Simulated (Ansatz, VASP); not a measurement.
**Two plane-wave programs on As**

```
As
1.0
     1.91443    1.10530    3.34094
    -1.91443    1.10530    3.34094
     0.00000   -2.21059    3.34094
As
2
Direct
  0.23710 0.23710 0.23710
  0.76290 0.76290 0.76290
```

Alike in both runs: task single point; functional PBE; k mesh 15 × 15 × 15; occupations gaussian, width 0.1 eV; no spin polarisation.

|  | VASP | Ansatz |
| --- | --- | --- |
| version | VASP 6.6.1 | Ansatz 0.2.0 |
| potentials or method | VASP PAW PBE potentials, release 64 (As) | scalar-relativistic, plane waves, PAW |
| plane-wave cutoff (eV) | 520 | 420 |
| valence electrons in the cell | 10 | 30 |

VASP gave:

| Quantity | Value |
| --- | --- |
| gap on the k mesh at the Fermi level (eV) | none |
| pressure (GPa) | -0.4 |
| largest component of the traceless stress (GPa) | 0.65 |
| rms of the force components (eV/Å) | 0.445 |

Q: Estimate Ansatz's values.

A: gap on the k mesh at the Fermi level (eV): none; pressure (GPa): -0.6; largest component of the traceless stress (GPa): 0.63; rms of the force components (eV/Å): 0.461.

Atom by atom the forces differ by 0.016 eV/Å (rms over components). A gap of «none» marks a metal or a gap that the smearing closes. With one functional, cell and mesh, what is left measures potentials, basis and numerics. The two sets of potentials don't hold the same shells in valence.
